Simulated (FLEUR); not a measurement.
AgBr under changes of volume

One of the cells (23.644 Å³/atom); the others are scaled copies at fixed shape and fractional positions:

```xyz
2
Lattice="0.0000 2.8702 2.8702 2.8702 0.0000 2.8702 2.8702 2.8702 0.0000" Properties=species:S:1:pos:R:3 pbc="T T T"
Ag    0.0000    0.0000    0.0000
Br    2.8702    2.8702    2.8702
```

| Item | Value |
| --- | --- |
| Program | FLEUR MaX-R8.1 (later development tree) |
| Functional | RPBE |
| Potentials or basis | all-electron |
| Basis | FLAPW |
| Kmax | 4.38 1/bohr |
| k mesh | 8 × 8 × 8 |
| Occupations | fermi-dirac, width 0.05 eV |
| Spin | no spin polarisation |

```tsv
volume (Å³/atom)	energy over the lowest point (meV/atom)	gap on the mesh (eV)
22.225	?	?
22.698	69.50	1.03
23.644	32.50	1.04
24.589	8.23	1.05
25.062	0.00	1.06
```

Question: What does the run at 22.225 Å³/atom give?

Answer: Energy over the lowest point 93.77 meV/atom; gap on the mesh 1.02 eV.

Worked out: A Birch-Murnaghan fit of order 2 (a polynomial in V^(-2/3)) to the other rows has no minimum within the range. It gives 93.48 meV/atom at 22.225 Å³/atom, against the run's 93.77. A straight line through the other rows of the gap, of slope 0.29 eV per unit of ln V, extrapolates to 1.02 eV, against the run's 1.02.

Energies are extrapolated to zero smearing.

A mesh can miss the band edges. Spin-orbit coupling on Ag, Br is left out.
